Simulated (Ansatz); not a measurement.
# SnO2 (I4/m) in Ansatz: relaxation of cell and atoms with PBEsol

Aim: the relaxation of cell and atoms of SnO2 with PBEsol.

Everything below comes from runs of Ansatz 0.2.0. Logs are shortened: lines on timing, memory, paths and dates and some standing lists are left out, and cuts for length are marked.

## (1) The structure

The structure is tetragonal, space group I4/m (No. 87). The conventional cell has a = 10.747 Å, b = 10.747 Å, c = 3.232 Å, α = 90.00°, β = 90.00°, γ = 90.00°. Sn (site symmetry m) is surrounded by 6 O at 2.06 to 2.14 Å. O (site symmetry m) is surrounded by 3 Sn at 2.11 to 2.14 Å. Around O (site symmetry m) lie 3 Sn at 2.06 to 2.11 Å.

Measurements of this composition are mostly on another form, of space group No. 136.

## (2) Relaxation of cell and atoms, PBEsol, target pressure 10 GPa, at which the enthalpy is minimised

input.yaml

```yaml
crystal:
  lattice:
    - [-5.37331, 5.37331, 1.616233]
    - [5.37331, -5.37331, 1.616233]
    - [5.37331, 5.37331, -1.616233]
  atoms:
    - { symbol: Sn, position: [0.3510765, 0.8310675, 0.182144] }
    - { symbol: Sn, position: [0.8310675, 0.6489235, 0.479991] }
    - { symbol: Sn, position: [0.1689325, 0.3510765, 0.520009] }
    - { symbol: Sn, position: [0.6489235, 0.1689325, 0.817856] }
    - { symbol: O, position: [0.2056015, 0.1549285, 0.36053] }
    - { symbol: O, position: [0.8450715, 0.2056015, 0.050673] }
    - { symbol: O, position: [0.7943985, 0.8450715, 0.63947] }
    - { symbol: O, position: [0.1549285, 0.7943985, 0.949327] }
    - { symbol: O, position: [0.1610445, 0.5429605, 0.704005] }
    - { symbol: O, position: [0.5429605, 0.8389555, 0.381916] }
    - { symbol: O, position: [0.4570395, 0.1610445, 0.618084] }
    - { symbol: O, position: [0.8389555, 0.4570395, 0.295995] }
hamiltonian:
  xc: pbesol
  pseudopotentials: { kind: paw }
kpoints:
  mp_grid: { grid: [7, 7, 7] }
scf:
  occupations: { method: fermi_dirac, width: 0.05 }
output:
  forces: true
  stress: true
  eigenvalues: true
relax:
  f_tol: 0.01
  max_steps: 40
  cell: { stress_tol: 0.05, p_target: 10.0 }
```

Potentials or basis: Ansatz PAW.

Launch:

```console
$ ansatz run input.yaml --threads 4 --pin off --max-ram 11264MiB --backend cpu --events-out ev --progress --plain --runs-dir out
```

Log:

```text
Warning: RAYON_NUM_THREADS=4 ignored (pool sized by the plan → 4); use --threads N
basis.fft_grid_basis auto: the FFT boxes are laid along the combinations [[1, 1, 0], [0, 1, 0], [0, 0, 1]] of the cell's own vectors, 3.232, 7.769 and 7.769 Å long. The dense box has 24×54×54 points. Along the cell's own vectors, as sized, it would have 54×54×54, 2.25 times as many. Of the 8 symmetry operations that the crystal satisfies within crystal.symmetry.tolerance (time reversal apart; of a slab, those that keep its plane) the dense box along the cell's own vectors carries 8, and the one as laid loses 6 of those. basis.fft_grid_basis: typed keeps the cell's own vectors: state it where this run's energies or levels are differenced outside the engine with another run's, or held beside a run that keeps those vectors.
Engine: ansatz 0.2.0, aarch64-unknown-linux-gnu
Pseudopotentials: kind: paw
Pseudopotential: Sn, paw, valence charge 14, recommended cutoff 420 eV (normal), Sn.paw.azcp
Pseudopotential: O, paw, valence charge 6, recommended cutoff 420 eV (normal), O.paw.azcp
Functional definition: PBEsol
  exchange = pbesol_x
  correlation = pbesol_c
Crystal: 12 atoms, lattice volume = 186.658 Å³
Basis set: ecut = 420 eV, 3645 PW (Γ), FFT grids on a1+a2, a2, a3, exchange–correlation on 48×108×108 points (8 copies of the dense FFT grid, shifted against one another)
Bands: 64, of which v1, the nominal top of the filled ones, is band 52 counted from 1 (51 counted from 0)
Symmetry: 8 space group operations
Space group: I4/m (ITA 87), of the structure as read, at distance tolerance 5.7e-5 Å
k-points: 52 of 343
Non-local potential: Sn, projectors of the file, l = 0: 2, l = 1: 2, l = 2: 2, l = 3: 2
Non-local potential: O, projectors of the file, l = 0: 2, l = 1: 2, l = 2: 1
PAW form: soft (Blöchl's): semilocal exchange-correlation on the pseudo side does not see the compensation charge
[... 160 lines left out ...]
  atom  11  O     -0.00151278    -0.00029524     0.00000000
  atom  12  O     -0.00029524     0.00151278     0.00000000
  max |Σ_I F_I| component: 1.73e-18 eV/Å
--- Stress (GPa, compression-positive) ---
        9.991685      -0.000000       0.000000
        0.000000       9.991685       0.000000
        0.000000      -0.000000       9.971465
  P = ⅓ Tr σ = 9.9849 GPa (99.849 kbar)
--- Band table (eV; the first three rows and the last of 52) ---
  k-point 0: bands = ["-14.1424", "-14.1424", "-13.9371", "-13.3716", "-13.2032", "-13.1835", "-13.1268", "-13.1268", "-13.1167", "-13.1167", "-13.0662", "-13.0509", "-12.9464", "-12.9455", "-12.8847", "-12.8847", "-12.8614", "-12.8614", "-12.7930", "-12.7769", "-12.1071", "-11.1579", "-10.8205", "-10.8205", "-10.4054", "-9.1596", "-8.7124", "-8.7124", "-0.2148", "0.4775", "0.4775", "1.8947", "2.7349", "3.4082", "3.4082", "3.5708", "3.7292", "3.7292", "3.7404", "4.3888", "4.8220", "5.0020", "5.4530", "5.6377", "5.6377", "5.7040", "5.7040", "5.7146", "5.8642", "6.1768", "6.1768", "6.3512", "8.8867", "11.9079", "11.9079", "12.1853", "13.3828", "13.3828", "13.8470", "14.1048", "16.3477", "17.5579", "17.8904", "17.9662"]
  k-point 1: bands = ["-14.1631", "-14.1441", "-13.8962", "-13.3774", "-13.2046", "-13.2019", "-13.1270", "-13.1269", "-13.1169", "-13.1122", "-13.0653", "-13.0515", "-12.9506", "-12.9481", "-12.8851", "-12.8844", "-12.8614", "-12.8593", "-12.7921", "-12.7777", "-12.0901", "-11.2453", "-10.7843", "-10.7616", "-10.3778", "-9.3028", "-8.7008", "-8.6187", "-0.3604", "0.4407", "0.6804", "1.9325", "2.7139", "3.3016", "3.4083", "3.5966", "3.7151", "3.7604", "3.8002", "4.4620", "4.7811", "4.9839", "5.4174", "5.6138", "5.6250", "5.6379", "5.7295", "5.7335", "5.8604", "6.1457", "6.1783", "6.3426", "9.0459", "11.6776", "11.9509", "12.3209", "13.3416", "13.4050", "13.8726", "14.0905", "16.3213", "17.4663", "17.8661", "17.9294"]
  k-point 2: bands = ["-14.1962", "-14.1478", "-13.8071", "-13.4108", "-13.2290", "-13.2082", "-13.1276", "-13.1274", "-13.1174", "-13.1076", "-13.0629", "-13.0530", "-12.9585", "-12.9524", "-12.8859", "-12.8838", "-12.8613", "-12.8557", "-12.7897", "-12.7797", "-12.0412", "-11.4092", "-10.7425", "-10.6061", "-10.3189", "-9.5688", "-8.6738", "-8.4896", "-0.5684", "0.3627", "1.0333", "2.0187", "2.6651", "3.1881", "3.3526", "3.4081", "3.8104", "3.9336", "3.9394", "4.5748", "4.6674", "4.9355", "5.3274", "5.4343", "5.6073", "5.6375", "5.7674", "5.7869", "5.8482", "6.0713", "6.1821", "6.3223", "9.4398", "11.2706", "12.0417", "12.4661", "13.2689", "13.4838", "13.9057", "14.0278", "16.2751", "17.3313", "17.8032", "17.9748"]
  k-point 51: bands = ["-14.3305", "-13.8890", "-13.7316", "-13.6716", "-13.1991", "-13.1932", "-13.1474", "-13.1267", "-13.1179", "-13.1047", "-13.0583", "-13.0575", "-12.9574", "-12.9562", "-12.9090", "-12.8849", "-12.8630", "-12.8393", "-12.7854", "-12.7846", "-11.7577", "-11.4415", "-11.3769", "-10.2548", "-9.9323", "-9.8669", "-8.8964", "-8.2409", "-0.9909", "0.9046", "0.9449", "1.9117", "2.9027", "3.0740", "3.1753", "3.8169", "3.8799", "4.1514", "4.2519", "4.3413", "4.4573", "4.9860", "5.0350", "5.1326", "5.5952", "5.6217", "5.7741", "5.8037", "5.8183", "5.8239", "6.1610", "6.2989", "10.6671", "11.0031", "11.3050", "12.6633", "13.5407", "13.5985", "13.7138", "13.7510", "16.2585", "17.0493", "17.7891", "17.8554"]
--- Relaxed structure (7 steps of the walk, 7 accepted, 2 SCFs on fresh bases) ---
  F+E_penalty+E_count = -28284.70026587 eV   max|allowed force component| = 5.282e-3 eV/Å   (the final SCF, on the basis selected at the relaxed cell)
  cell:  # Å, volume = 166.3425 Å³
    - [-5.130948082583925, 5.130948082583925, 1.5796029007021926]
    - [5.130948082583925, -5.130948082583925, 1.5796029007021926]
    - [5.130948082583925, 5.130948082583925, -1.5796029007021926]
  atoms:
    - { symbol: Sn, position: [0.35355956362536756, 0.8272113651157186, 0.18077092874108622] }
    - { symbol: Sn, position: [0.8272113651157187, 0.6464404363746323, 0.47365180149035113] }
    - { symbol: Sn, position: [0.17278863488428137, 0.35355956362536767, 0.526348198509649] }
    - { symbol: Sn, position: [0.6464404363746324, 0.17278863488428137, 0.8192290712589139] }
    - { symbol: O, position: [0.19719894755632525, 0.15210887039076057, 0.3493078179470858] }
    - { symbol: O, position: [0.8478911296092395, 0.19719894755632522, 0.045090077165564735] }
    - { symbol: O, position: [0.8028010524436748, 0.8478911296092395, 0.6506921820529143] }
    - { symbol: O, position: [0.15210887039076054, 0.8028010524436751, 0.9549099228344355] }
    - { symbol: O, position: [0.15879598525430014, 0.5467467976107709, 0.7055427828650711] }
    - { symbol: O, position: [0.5467467976107709, 0.8412040147457001, 0.387950812356471] }
    - { symbol: O, position: [0.4532532023892291, 0.15879598525430008, 0.6120491876435292] }
    - { symbol: O, position: [0.8412040147457001, 0.45325320238922906, 0.2944572171349292] }
```

It took 86 s on 4 threads of Arm Neoverse V2, shared host; peak memory 0.89 GiB.

Results:

```yaml
Free_energy: -28284.7003 eV
Relaxed_volume: 13.86 Å³/atom
Relaxed_cell: a = 7.426 Å, b = 7.426 Å, c = 7.426 Å, α = 92.59°, β = 92.59°, γ = 155.44°
Space_group_after_relaxing_to_0.05_Å: I4/m (No. 87)
Energy_change_on_relaxing_the_enthalpy_is_what_falls: +30.5 meV/atom
Ionic_steps: 9
Pressure_after_relaxing: 10.0 GPa
Largest_force_after_relaxing: 0.006 eV/Å
Band_gap_on_the_k_mesh: 2.54 eV, direct
```

Forces in eV/Å, atoms in the order of the input:
```
Sn  -0.005 -0.003  0.000
Sn   0.003 -0.005  0.000
Sn  -0.003  0.005  0.000
Sn   0.005  0.003  0.000
O    0.000  0.000  0.000
O    0.000  0.000  0.000
O    0.000  0.000  0.000
O    0.000  0.000  0.000
O    0.000 -0.002  0.000
O    0.002  0.000  0.000
O   -0.002  0.000  0.000
O    0.000  0.002  0.000
```

The path:
```
step  energy change (eV)  largest force (eV/Å)  volume (Å³)
   1              0.0000                0.5387       186.66
   2              0.6048                0.7281       163.22
   3              0.2184                0.1296       168.04
   4              0.2380                0.0604       167.63
   5              0.2575                0.0250       167.24
   6              0.2646                0.0023       167.11
   7              0.3198                0.0023       167.11
   8              0.3629                0.0060       166.34
   9              0.3665                0.0060       166.34
```

Final structure:
```
CELL_PARAMETERS angstrom
-5.13095 5.13095 1.57960
5.13095 -5.13095 1.57960
5.13095 5.13095 -1.57960
ATOMIC_POSITIONS crystal
Sn 0.35356 0.82721 0.18077
Sn 0.82721 0.64644 0.47365
Sn 0.17279 0.35356 0.52635
Sn 0.64644 0.17279 0.81923
O 0.19720 0.15211 0.34931
O 0.84789 0.19720 0.04509
O 0.80280 0.84789 0.65069
O 0.15211 0.80280 0.95491
O 0.15880 0.54675 0.70554
O 0.54675 0.84120 0.38795
O 0.45325 0.15880 0.61205
O 0.84120 0.45325 0.29446
```

Caveat: odd divisions of the mesh miss points on the zone boundary, where band edges often lie, so the gap on the mesh can be too wide; the plane-wave basis is chosen anew once the cell has moved, so the energies of steps on either side of that aren't comparable; the pressure holds a Pulay correction of +0.8 GPa for the finite cutoff; spin-orbit coupling is left out, which moves the levels of the heavy elements; the PAW data sets come from PBE, with cores solved anew for the run's functional, which leaves a small shift of forces and pressure. A k mesh can miss the band edges.
